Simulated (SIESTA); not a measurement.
HfN:

```
Hf N
1.0
     0.00000    2.25600    2.25600
     2.25600    0.00000    2.25600
     2.25600    2.25600    0.00000
Hf N
1 1
Cartesian
  0.0000 0.0000 0.0000
  2.2560 2.2560 2.2560
```

Base run:

- Program: SIESTA 5.4.2
- Functional: PBEsol
- Potentials or basis: PseudoDojo 0.4 standard (PBEsol files)
- Basis: DZP (energy shift 0.003 Ry; two zetas on semicore shells)
- Grid cutoff: 800 Ry
- Energy shift: 0.003 Ry
- k mesh: 8 × 8 × 8
- Occupations: fermi-dirac, width 0.05 eV
- Spin: no spin polarisation
- Hubbard terms: Hf d U = 4 eV

Its results: band gap on the k mesh none (metal or under the smearing width); pressure 9.6 GPa.

Q: After a change of settings the same cell gave: band gap on the k mesh none (metal or under the smearing width); pressure 14.0 GPa. Which change was it?
A. hubbard terms from Hf d U = 4 eV to Hf d U = 6 eV
B. hubbard terms from Hf d U = 4 eV to Hf d U = 2 eV
C. hubbard terms from Hf d U = 4 eV to none

A: A.

Caveats: short orbitals over semicore shells can move pressures by several GPa; the basis of atomic orbitals isn't converged, which shifts pressures, moduli and gaps; U without spin polarisation on a metal has little footing.

Runs at the PBE level aren't shown here.
